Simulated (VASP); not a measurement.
# PbO2 (Fm-3m) in VASP: a series of runs, part 2 of 3

VASP 6.6.1. Earlier steps stand in the parts before.

## (3) Relaxation of cell and atoms, PBE

This run uses another cell than the first one, of 13.14 Å³/atom, 0.997 times its volume.

INCAR reads:

```
  ALGO = Fast
  EDIFF = 1E-6
  EDIFFG = -0.005
  ENCUT = 600
  GGA = PE
  IBRION = 2
  ISIF = 3
  ISMEAR = 0
  LASPH = T
  LCHARG = F
  LREAL = F
  LWAVE = F
  NELM = 100
  NSW = 100
  PREC = Accurate
  SIGMA = 0.1
```

KPOINTS reads:

```
k-points
0
Gamma
  14 14 14
```

POSCAR reads:

```
PbO2
1.0
    0.0000000000      2.7009292655      2.7009292655
    2.7009292655      0.0000000000      2.7009292655
    2.7009292655      2.7009292655      0.0000000000
Pb O
1 2
Direct
    0.0000000000      0.0000000000      0.0000000000
    0.2500000000      0.2500000000      0.2500000000
    0.7500000000      0.7500000000      0.7500000000
```

Potentials or basis: VASP PAW PBE potentials, release 64 (Pb_d, O).

Command:

```bash
> cat potpaw_PBE.64/Pb_d/POTCAR potpaw_PBE.64/O/POTCAR > POTCAR
> mpirun -np 1 vasp_std > vasp.out
```

OUTCAR:

```text
EDIFF = 1E-6
   EDIFFG = -0.005
   ENCUT = 600
   GGA = PE
   IBRION = 2
   ISIF = 3
   ISMEAR = 0
   LASPH = T
   LREAL = F
   NELM = 100
   NSW = 100
   PREC = Accurate

 ion  position               nearest neighbor table
   1  0.000  0.000  0.000-   3 2.34   3 2.34   3 2.34   2 2.34   3 2.34   2 2.34   2 2.34   2 2.34

   2  0.250  0.250  0.250-   1 2.34   1 2.34   1 2.34   1 2.34
   3  0.750  0.750  0.750-   1 2.34   1 2.34   1 2.34   1 2.34

  LATTYP: Found a face centered cubic cell.
 ALAT       =     5.4018585310

  Lattice vectors:

 A1 = (   0.0000000000,   2.7009292655,   2.7009292655)
 A2 = (   2.7009292655,   0.0000000000,   2.7009292655)
 A3 = (   2.7009292655,   2.7009292655,   0.0000000000)

Analysis of symmetry for initial positions (statically):
=====================================================================
 Subroutine PRICEL returns:
 Original cell was already a primitive cell.

 Routine SETGRP: Setting up the symmetry group for a
 face centered cubic supercell.

 Subroutine GETGRP returns: Found 48 space group operations
 (whereof 48 operations were pure point group operations)
 out of a pool of 48 trial point group operations.

The static configuration has the point symmetry O_h .

Analysis of symmetry for dynamics (positions and initial velocities):
=====================================================================
 Subroutine PRICEL returns:
 Original cell was already a primitive cell.

 Routine SETGRP: Setting up the symmetry group for a
 face centered cubic supercell.

 Subroutine GETGRP returns: Found 48 space group operations
 (whereof 48 operations were pure point group operations)
 out of a pool of 48 trial point group operations.

The dynamic configuration has the point symmetry O_h .

 Subroutine INISYM returns: Found 48 space group operations
 (whereof 48 operations are pure point group operations),
 and found     1 'primitive' translations

----------------------------------------------------------------------------------------

                                     Primitive cell

  volume of cell :      39.4067

  direct lattice vectors                    reciprocal lattice vectors
     0.000000000  2.700929266  2.700929266    -0.185121471  0.185121471  0.185121471
     2.700929266  0.000000000  2.700929266     0.185121471 -0.185121471  0.185121471
     2.700929266  2.700929266  0.000000000     0.185121471  0.185121471 -0.185121471

  length of vectors
     3.819690798  3.819690798  3.819690798     0.320639794  0.320639794  0.320639794

  position of ions in fractional coordinates (direct lattice)
     0.000000000  0.000000000  0.000000000
     0.250000000  0.250000000  0.250000000
     0.750000000  0.750000000  0.750000000

  ion indices of the primitive-cell ions
   primitive index   ion index
                 1           1
                 2           2
                 3           3

----------------------------------------------------------------------------------------

 KPOINTS: k-points
[... 49 lines left out ...]
 [... further k-points ...]
   k-points           NKPTS =    104   k-points in BZ     NKDIM =    104   number of bands    NBANDS=     17
   number of dos      NEDOS =    301   number of ions     NIONS =      3
   total plane-waves  NPLWV =  32768
   dimension x,y,z NGX =    32 NGY =   32 NGZ =   32
   dimension x,y,z NGXF=    64 NGYF=   64 NGZF=   64
   ions per type =               1   2
   NGX,Y,Z   is equivalent  to a cutoff of  13.93, 13.93, 13.93 a.u.
   NGXF,Y,Z  is equivalent  to a cutoff of  27.85, 27.85, 27.85 a.u.
 SYSTEM =  unknown system
   PREC   = accura    normal or accurate (medium, high low for compatibility)
   ISTART =      0    job   : 0-new  1-cont  2-samecut
   ICHARG =      2    charge: 1-file 2-atom 10-const
   ISPIN  =      1    spin polarized calculation?
   LNONCOLLINEAR =      F non collinear calculations
   LSORBIT =      F    spin-orbit coupling
   LASPH  =      T    aspherical Exc in radial PAW
   ENCUT  =  600.0 eV  44.10 Ry    6.64 a.u.   7.63  7.63  7.63*2*pi/ulx,y,z
   NELM   =    100;   NELMIN=  2; NELMDL= -5     # of ELM steps
   EDIFF  = 0.1E-05   stopping-criterion for ELM
   LREAL  =      F    real-space projection
   EDIFFG = -.5E-02   stopping-criterion for IOM
   NSW    =    100    number of steps for IOM
   IBRION =      2    ionic relax: 0-MD 1-quasi-New 2-CG
   NFREE  =      1    steps in history (QN), initial steepest desc. (CG)
   ISIF   =      3    stress and relaxation
   ISYM   =      2    0-nonsym 1-usesym 2-fastsym
   POTIM  = 0.5000    time-step for ionic-motion
   TEBEG  =    0.0;   TEEND  =   0.0 temperature during run
   PSTRESS=    0.0 pullay stress
   NELECT =      26.0000    total number of electrons
   NUPDOWN=      -1.0000    fix difference up-down
   EMIN   =  10.00;   EMAX   =-10.00  energy-range for DOS
   EFERMI =   0.00;   METHOD = LEGACY
   ISMEAR =     0;   SIGMA  =   0.10  broadening in eV -4-tet -1-fermi 0-gaus
   EFERMI_NEDOS =   21; number of points for ismear=-14 and -15
   IALGO  =     68    algorithm
   IMIX   =      4    mixing-type and parameters
     AMIX     =   0.40;   BMIX     =  1.00
     AMIX_MAG =   1.60;   BMIX_MAG =  1.00
  volume/ion in A,a.u.               =      13.14        88.64
  Fermi-wavevector in a.u.,A,eV,Ry     =   1.425201  2.693239 27.636119  2.031197
  Thomas-Fermi vector in A             =   2.545610
   LORBIT       =      0    0 simple, 1 ext, 2 COOP (PROOUT), +10 PAW based schemes
   GGA     = PE    functional components
   LHFCALC =     F    Hartree Fock is set to
   AEXX    =    0.0000 exact exchange contribution
   IVDW    =     0    specifies the selected vdW correction
   LEPSILON=     F    determine dielectric tensor
   LRPA    =     F    only Hartree local field effects (RPA)
 conjugate gradient relaxation of ions
 non-spin polarized calculation
 RMM-DIIS sequential band-by-band and
 Gauss-broadening in eV      SIGMA  =   0.10
  energy-cutoff  :      600.00
  volume of cell :       39.41
 maximum number of plane-waves:      1363
   NGX = 15   NGY = 15   NGZ = 15

--------------------------------------- Ionic step        1  -------------------------------------------

 number of electron      25.9999996 magnetization

 Free energy of the ion-electron system (eV)
  ---------------------------------------------------
  ext. energy  EPLUGINS =         0.00000000
  ---------------------------------------------------
  free energy    TOTEN  =       -15.61527314 eV

  energy without entropy =      -15.61175227  energy(sigma->0) =      -15.61351271

------------------------ aborting loop because EDIFF is reached ----------------------------------------

  FORCE on cell =-STRESS in cart. coord.  units (eV):
  Direction    XX          YY          ZZ          XY          YZ          ZX
  --------------------------------------------------------------------------------------
  -------------------------------------------------------------------------------------
  Total        0.1373436      0.1373436      0.1373436      0.0000000      0.0000000      0.0000000
  in kB        5.5840503      5.5840503      5.5840503      0.0000000      0.0000000      0.0000000
  external PRESSURE =       5.5840503 kB  Pullay stress =       0.0000000 kB
[... 61 lines left out ...]
--------------------------------------- Ionic step        3  -------------------------------------------

 number of electron      25.9999996 magnetization

 Free energy of the ion-electron system (eV)
  ---------------------------------------------------
  ext. energy  EPLUGINS =         0.00000000
  ---------------------------------------------------
  free energy    TOTEN  =       -15.61553757 eV

  energy without entropy =      -15.61195230  energy(sigma->0) =      -15.61374494

 E-fermi :   5.5829     XC(G=0): -11.1286

 val. band max:        5.5656020609   @ k =  -0.3571   0.5000   0.1429
 cond. band min:       5.6016847125   @ k =  -0.2857   0.5000   0.2143
 fundamental gap:      0.0360826516
 Fermi energy:         5.5829273761

 k-point     1 :       0.0000    0.0000    0.0000
  band No.  band energies     occupation
      1     -12.8871      2.00000
      2     -10.0962      2.00000
      3     -10.0847      2.00000
      4     -10.0847      2.00000
      5     -10.0847      2.00000
      6      -9.8553      2.00000
[... 457 lines left out ...]
      4      -9.9736      2.00000
      5      -9.8764      2.00000
      6      -9.8278      2.00000
[... 9 lines left out ...]
     16      14.0668      0.00000
     17      14.2483      0.00000

 [... further k-points ...]

------------------------ aborting loop because EDIFF is reached ----------------------------------------

  FORCE on cell =-STRESS in cart. coord.  units (eV):
  Direction    XX          YY          ZZ          XY          YZ          ZX
  --------------------------------------------------------------------------------------
  -------------------------------------------------------------------------------------
  Total       -0.0028554     -0.0028554     -0.0028554     -0.0000000     -0.0000000     -0.0000000
  in kB       -0.1156345     -0.1156345     -0.1156345     -0.0000000     -0.0000000     -0.0000000
  external PRESSURE =      -0.1156345 kB  Pullay stress =       0.0000000 kB
[... 18 lines left out ...]
  FREE ENERGIE OF THE ION-ELECTRON SYSTEM (eV)
  ---------------------------------------------------
  free  energy   TOTEN  =       -15.6155375738 eV

  energy  without entropy=      -15.6119523011  energy(sigma->0) =      -15.61374494

 reached required accuracy - stopping structural energy minimisation
```

CONTCAR:

```text
PbO2
   1.00000000000000
     0.0000000000000000    2.7045027356715758    2.7045027356715758
     2.7045027356715758    0.0000000000000000    2.7045027356715758
     2.7045027356715758    2.7045027356715758    0.0000000000000000
  Pb              O
     1     2
Direct
     0.0000000000000000    0.0000000000000000    0.0000000000000000
     0.2500000000000000    0.2500000000000000    0.2500000000000000
     0.7500000000000000    0.7500000000000000    0.7500000000000000

  0.00000000E+00  0.00000000E+00  0.00000000E+00
  0.00000000E+00  0.00000000E+00  0.00000000E+00
  0.00000000E+00  0.00000000E+00  0.00000000E+00
```

Run time: 3.2 min. Hardware: 1 thread of Intel Xeon Platinum 8259CL at 2.50GHz (Skylake/Cascade Lake), shared host; peak memory 0.24 GiB.

What came out:

| Quantity | Value |
| --- | --- |
| Free energy | -15.6155 eV |
| Relaxed volume | 13.19 Å³/atom |
| Relaxed cell | a = 3.825 Å, b = 3.825 Å, c = 3.825 Å, α = 60.00°, β = 60.00°, γ = 60.00° |
| Space group after relaxing (to 0.05 Å) | Fm-3m (No. 225) |
| Energy gained by relaxing | 0.1 meV/atom |
| Ionic steps | 3 |
| Pressure after relaxing | 0.0 GPa |
| Band gap on the k mesh | none (metal or under the smearing width) |

The path:
```
step  energy change (eV)  largest force (eV/Å)  pressure (GPa)  volume (Å³)
   1              0.0000                0.0000            0.56        39.41
   2             -0.0002                0.0000           -0.33        39.67
   3             -0.0003                0.0000           -0.01        39.56
```

Final structure:
```xyz
3
Lattice="0.0000 2.7045 2.7045 2.7045 0.0000 2.7045 2.7045 2.7045 0.0000" Properties=species:S:1:pos:R:3 pbc="T T T"
Pb    0.0000    0.0000    0.0000
O     1.3523    1.3523    1.3523
O     4.0568    4.0568    4.0568
```

Levels at points of the mesh, in eV from the Fermi level:
```
           k point  band 10  band 11  band 12  band 13  band 14  band 15  band 16  band 17
(0.00, 0.00, 0.00)    -1.95    -1.95    -1.18    -1.18    -1.18     7.00     7.00     7.00
(0.50, 0.00, 0.00)    -2.73    -2.73    -1.39    -1.39     2.56     7.14     9.49     9.49
(0.50, 0.50, 0.00)    -4.43    -0.23    -0.13    -0.13     1.67     6.19     9.46    10.79
```

[end of part 2 of 3]
